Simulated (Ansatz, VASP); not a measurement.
# MoH4 in VASP and in Ansatz

```xyz
5
Lattice="2.8565 0.0000 0.0000 -1.4282 2.4738 0.0000 0.0000 0.0000 5.1831" Properties=species:S:1:pos:R:3 pbc="T T T"
H     0.0000    1.6492    1.1313
H     0.0000    1.6492    4.0518
H     1.4282    0.8246    1.1313
H     1.4282    0.8246    4.0518
Mo    0.0000    0.0000    0.0000
```

The cell was built by a generator and needn't be a form met in nature.

Alike in both runs: task single point; functional PBE; k mesh 18 × 18 × 8; occupations gaussian, width 0.1 eV; no spin polarisation.

|  | VASP | Ansatz |
| --- | --- | --- |
| version | VASP 6.6.1 | Ansatz 0.2.0 |
| potentials or method | VASP PAW PBE potentials, release 64 (H, Mo_sv) | scalar-relativistic, plane waves, PAW |
| plane-wave cutoff (eV) | 520 | 420 |
| valence electrons in the cell | 18 | 18 |

VASP gave:

```
gap on the k mesh at the Fermi level (eV)       : none
pressure (GPa)                                  : 0.0
largest component of the traceless stress (GPa) : 0.09
```

Task: What did Ansatz give for the same quantities?

Result: gap on the k mesh at the Fermi level (eV): none; pressure (GPa): 0.0; largest component of the traceless stress (GPa): 0.03.

A gap of «none» marks a metal or a gap that the smearing closes.
